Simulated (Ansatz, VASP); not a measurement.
Sr: VASP beside Ansatz

File POSCAR:

```
Sr
1.0
    0.0000000000      3.0521104090      3.0521104090
    3.0521104090      0.0000000000      3.0521104090
    3.0521104090      3.0521104090      0.0000000000
Sr
1
Direct
    0.0000000000      0.0000000000      0.0000000000
```

INCAR.step1

```
SYSTEM = Sr
  ALGO = Normal
  EDIFF = 1E-4
  ENCUT = 520
  GGA = PE
  ISMEAR = -1
  LASPH = .True.
  LCHARG = .False.
  LREAL = .False.
  LWAVE = .True.
  NBANDS = 11
  NELM = 80
  PREC = Accurate
  SIGMA = 0.03
```

The input INCAR.step2:

```
SYSTEM = Sr
  ALGO = Normal
  EDIFF = 1E-7
  ENCUT = 520
  ISIF = 2
  ISMEAR = -1
  ISTART = 1
  LASPH = .True.
  LCHARG = .False.
  LMIXTAU = .True.
  LREAL = .False.
  LWAVE = .False.
  METAGGA = R2SCAN
  NBANDS = 11
  NELM = 80
  PREC = Accurate
  SIGMA = 0.03
```

KPOINTS

```
k-points
0
Gamma
  9 9 9
  0 0 0
```

Input for Ansatz:

```yaml
crystal:
  lattice:
    - [0.0, 3.052110409, 3.052110409]
    - [3.052110409, 0.0, 3.052110409]
    - [3.052110409, 3.052110409, 0.0]
  atoms:
    - { symbol: Sr, position: [0.0, 0.0, 0.0] }
hamiltonian:
  xc: r2scan
  pseudopotentials:
    kind: paw
    azcp:
      Sr: "pseudopotentials/Sr.paw.azcp"
basis:
  ecutwfc: 500
  fft_grid_basis: typed
kpoints:
  mp_grid: { grid: [9, 9, 9], shift: [0, 0, 0] }
magnetization:
  spin_polarized: false
scf:
  occupations: { method: fermi_dirac, width: 0.03 }
  lower_state_search: "off"
output:
  stress: true
```

Alike in both runs: task single point; functional r2SCAN; k mesh 9 × 9 × 9; occupations fermi-dirac, width 0.03 eV; no spin polarisation.

```csv
,VASP,Ansatz
version,VASP 6.6.1,Ansatz 0.2.0
potentials or method,"VASP PAW PBE potentials, release 64 (Sr_sv)","plane waves (500 eV) with PAW, scalar-relativistic"
plane-wave cutoff (eV),520,500
valence electrons in the cell,10,10
```

|  | VASP | Ansatz | Ansatz less VASP |
| --- | --- | --- | --- |
| pressure (GPa) | 0.0 | 0.0 | -0.01 |

Caveats: the PAW data sets were made with another functional, which shifts forces and pressure a little (VASP).
